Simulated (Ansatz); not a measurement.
SrCl2 built on the CdI2 prototype, relaxed with r2SCAN+rVV10: the symmetry is P-3m1 (No. 164, trigonal); a = 4.407 Å, c = 5.596 Å in the conventional setting, 31.38 Å³ an atom. Sr is surrounded by 6 Cl at 2.90 Å; Cl is surrounded by 3 Sr at 2.90 Å. One-shot G0W0@PBE in Ansatz on a 6×6×2 mesh (contour deformation, no spin-orbit coupling), from a PBE gap of 5.163 eV over the mesh points (the G0W0 gap is direct on the mesh); the number N of bands summed and the screening cutoff rise together. Spin-unpolarised throughout. Whether this structure exists isn't addressed.

```csv
N,cutoff (eV),1000/N,G0W0 gap (eV)
164,80,6.098,7.316
366,140,2.732,7.497
```

**Question.** Lay a straight line in 1000/N through these rows.

**Answer.** The slope is -0.0538 eV per unit of 1000/N and the intercept 7.644 eV.

**Question.** Predict the gap at N = 662 (210 eV).

**Answer.** 7.644 + (-0.0538) × 1.511 = 7.563 eV; the run gives 7.591 eV, +0.028 eV from the line.

**Question.** With that run's result added, what limit do the last two rows suggest?

**Answer.** Their slope is (7.591 − 7.497)/(1.511 − 2.732) = -0.0770, which meets 1/N = 0 at 7.71 eV, against 7.644 eV from the first line. The slope steepens, so 1/N isn't yet asymptotic and the true limit probably lies higher still; the k mesh isn't extrapolated.
